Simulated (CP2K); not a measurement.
Crystal: YN.

```
Y N
1.0
     3.44856    0.00000    0.00000
     1.72428    2.98654    0.00000
     1.72428    0.99551    2.81574
Y N
1 1
Direct
  0.00000 0.00000 0.00000
  0.50000 0.50000 0.50000
```

Program: CP2K 2026.2. Alike in all runs: task band structure; no spin polarisation; cell as given; k mesh 9 × 9 × 9.

Question: Order these runs on this cell by their pressure, lowest first.
A. level LDA; potentials or basis GTH_POTENTIALS Y GTH-PADE-q11, N GTH-PADE-q5; TZVP-MOLOPT-PBE-GTH basis; smearing fermi-dirac 0.1 eV; EPS_DEFAULT 1.0E-9; NGRIDS 4; points a segment of the path (NPOINTS) 10; bands added on the path 2; CUTOFF of the grids 450 Ry
B. level PBEsol; potentials or basis POTENTIAL_UZH Y GTH-PBE-q11, N GTH-PBE-q5; TZVP-MOLOPT-PBE-GTH basis; smearing fermi-dirac 0.05 eV; EPS_DEFAULT 1.0E-9; NGRIDS 5; points a segment of the path (NPOINTS) 6; bands added on the path 4; CUTOFF of the grids 450 Ry
C. level r2SCAN; potentials or basis POTENTIAL_UZH Y GTH-SCAN-q11, N GTH-SCAN-q5; TZVP-MOLOPT-SCAN-GTH basis; smearing fermi-dirac 0.05 eV; EPS_DEFAULT 1.0E-10; NGRIDS 5; points a segment of the path (NPOINTS) 6; bands added on the path 4; CUTOFF of the grids 675 Ry

Answer: A (-6.3 GPa), B (-0.6 GPa), C (2.6 GPa).

Caveats: the basis of atomic orbitals isn't converged, which shifts pressures, moduli and gaps; the potentials were made for another functional, which shifts forces and pressure (some runs).
